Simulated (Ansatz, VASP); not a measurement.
# Ta: VASP beside Ansatz

File INCAR:

```
PREC = Accurate
ENCUT = 520
EDIFF = 1E-7
ISMEAR = 0
SIGMA = 0.1
LREAL = F
LASPH = T
NELM = 100
ALGO = Normal
ISIF = 2
LWAVE = F
LCHARG = F
GGA = PS
NBANDS = 12
```

The input KPOINTS:

```
regular mesh
0
Gamma
  9 9 6
```

POSCAR

```
Ta
1.0
    2.8529996593      0.0000000000      0.0000000000
   -1.4264998297      2.4707701820      0.0000000000
    0.0000000000      0.0000000000      2.6657715567
Ta
1
Direct
    0.0000000000      0.0000000000      0.0000000000
```

Input for Ansatz:

```yaml
crystal:
  lattice:
    - [2.8529996593, 0.0, 0.0]
    - [-1.4264998297, 2.470770182, 0.0]
    - [0.0, 0.0, 2.6657715567]
  atoms:
    - { symbol: Ta, position: [0.0, 0.0, 0.0] }
basis:
  ecutwfc: 420
kpoints:
  mp_grid: { grid: [9, 9, 6] }
hamiltonian:
  xc: pbesol
scf:
  occupations: { method: gaussian, width: 0.1 }
  lower_state_search: "off"
output:
  forces: true
  stress: true
  eigenvalues: true
```

Alike in both runs: task single point; functional PBEsol; k mesh 9 × 9 × 6; occupations gaussian, width 0.1 eV; no spin polarisation.

|  | VASP | Ansatz |
| --- | --- | --- |
| version | VASP 6.6.1 | Ansatz 0.2.0 |
| potentials or method | VASP PAW PBE potentials, release 64 (Ta_pv) | scalar-relativistic, plane waves, PAW |
| plane-wave cutoff (eV) | 520 | 420 |
| valence electrons in the cell | 11 | 13 |

Ansatz gave:

```
gap on the k mesh at the Fermi level (eV)       : none
pressure (GPa)                                  : 3.7
largest component of the traceless stress (GPa) : 2.19
```

Problem. Estimate VASP's values.

Solution. gap on the k mesh at the Fermi level (eV): none; pressure (GPa): 3.9; largest component of the traceless stress (GPa): 2.26.

A gap of «none» marks a metal or a gap that the smearing closes. With one functional, cell and mesh, what is left measures potentials, basis and numerics. The two sets of potentials don't hold the same shells in valence.

Caveats: the k mesh is coarse (spacing up to 0.39 Å⁻¹), so the values aren't converged; the PAW data sets were made with another functional, which shifts forces and pressure a little (VASP). Spin-orbit coupling is left out, which matters for the levels of Ta.
